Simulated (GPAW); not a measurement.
Runs of GPAW 26.7.0 on TiO2. Symmetry: P4_2/mnm, No. 136, tetragonal system. Conventional cell: a = 4.600 Å, b = 4.600 Å, c = 2.959 Å, α = 90.00°, β = 90.00°, γ = 90.00°. Ti (site symmetry mmm) has 6 O at 1.95 to 1.98 Å as nearest neighbours. Around O (site symmetry m2m) lie 3 Ti at 1.95 to 1.98 Å. The cell is a database's computed one.

| task | level | potentials or basis | cell | cutoff (eV) | optimizer | fmax | max steps | target pressure | band path | gap on the mesh (eV) | pressure (GPa) | relaxed volume (Å³/atom) | largest force (eV/Å) |
| --- | --- | --- | --- | --- | --- | --- | --- | --- | --- | --- | --- | --- | --- |
| relaxation of cell and atoms | PBE | GPAW PAW data sets (gpaw-data 1.2.1), pw | relaxed to 5 GPa | 800 | BFGS | 0.01 eV/Å | 60 | 5 GPa | - | 1.86 | 4.9 | - | - |
| relaxation of cell and atoms | SOGGA | PAW data sets generated in the run's folder for this functional, pw | relaxed | 800 | BFGS | 0.02 eV/Å | 60 | - | - | 1.85 | 0.1 | (a) | - |
| relaxation of cell and atoms | PW91 | PAW data sets generated in the run's folder for this functional, pw | relaxed | 800 | BFGS | 0.05 eV/Å | 40 | - | - | 1.85 | 0.1 | 10.65 | 0.03 |
| band structure | MS2 | GPAW PAW data sets (gpaw-data 1.2.1), pw | as given | 800 | - | - | - | - | GXMGZRAZ,XR,MA | (c) | 1.0 | - | 0.01 |
| band structure | mBEEF | GPAW PAW data sets (gpaw-data 1.2.1), pw | as given | 800 | - | - | - | - | GXMGZRAZ,XR,MA | 2.29 | 1.2 | - | 0.10 |
| relaxation of cell and atoms | r2SCAN+D3(BJ) | GPAW PAW data sets (gpaw-data 1.2.1), pw | relaxed | 800 | BFGS | 0.05 eV/Å | 60 | - | - | 2.23 | -0.2 | (b) | 0.03 |
| band structure | PBE | SG15 ONCV 1.2, pw | as given | 1100 | - | - | - | - | GXMGZRAZ,XR,MA | 1.91 | 4.4 | - | 0.01 |

Alike in all rows: no spin polarisation; k mesh 4 × 4 × 6; smearing fermi-dirac 0.05 eV.

Fill in the values left out.

(a) 10.36; (b) 10.39; (c) 2.25.

Caveats: later steps reuse the first step's grids (some runs); the PAW data sets were made with another functional, which shifts forces and pressure a little (some runs).

A k mesh can miss the band edges.
